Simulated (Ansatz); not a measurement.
(110) slab cut from the bulk of W, 15 Å of vacuum:

```
CELL_PARAMETERS angstrom
2.75704 0.00000 0.00000
-0.91901 2.59936 0.00000
0.00000 0.00000 24.00446
ATOMIC_POSITIONS crystal
W 0.50000 0.50000 0.31244
W 0.00000 0.00000 0.40622
W 0.50000 0.50000 0.50000
W 0.00000 0.00000 0.59378
W 0.50000 0.50000 0.68756
```

Theory: DFT PBE, scalar-relativistic, plane waves, PAW (Ansatz). Plane waves to 420 eV, a k mesh through Γ of 13×13×1 on the computed 5-atom cell and Gaussian smearing (0.10 eV); no spin polarisation. A dipole correction removes the field between periodic images along c.

This base run converges in 7 iterations with a largest force of 0.646 eV/Å and a work function of 4.89 eV on the top face.

One setting at a time is then changed, some of them on purpose to poor values; changes count from the base run, energies are extrapolated to zero smearing, γ keeps the base's bulk energy, atoms stay where they are, a change of functional drops any dispersion correction, and risky runs are capped at 50 to 100 iterations.

(1) What does each change do? cutoff 700 eV; occupations fermi-dirac 0.025 eV; occupations gaussian 1.5 eV; cutoff 120 eV; field of 1.5 V/Å along c; occupations fermi-dirac 0.3 eV; occupations methfessel-paxton 0.2 eV; mixing β = 0.9; functional r2SCAN (500 eV).

Spin-orbit coupling is left out, which matters for the bands of heavy elements. In some of the runs (cutoff 120, field 1.5) charge leaks into the vacuum, so their work functions can be off.

Results:

(1)
```csv
change,outcome,SCF iterations,ΔE (meV/atom),Δγ (J/m²),Δφ top (eV),largest force (eV/Å),largest change of a force (eV/Å)
cutoff 700 eV,converged,7,-1.2,,0.00,0.646,0.001
occupations fermi-dirac 0.025 eV,converged,7,0.0,0.000,0.00,0.648,0.003
occupations gaussian 1.5 eV,converged,7,+47.4,+0.265,+0.05,0.493,0.333
cutoff 120 eV,converged with warnings,9,+45646.1,,+1.30,1.053,0.417
field of 1.5 V/Å along c,converged with warnings,11,-115.7,,,0.717,0.112
occupations fermi-dirac 0.3 eV,converged,7,+4.5,+0.025,+0.01,0.576,0.089
occupations methfessel-paxton 0.2 eV,converged,7,-0.1,0.000,-0.01,0.648,0.003
mixing β = 0.9,converged,7,0.0,0.000,0.00,0.646,0.000
functional r2SCAN (500 eV),converged with warnings,8,,,+0.07,0.892,0.256
```

Cost: 10 runs of about 3.3 core-minutes in all, on Intel Xeon 6975P-C (Granite Rapids) (shared hosts).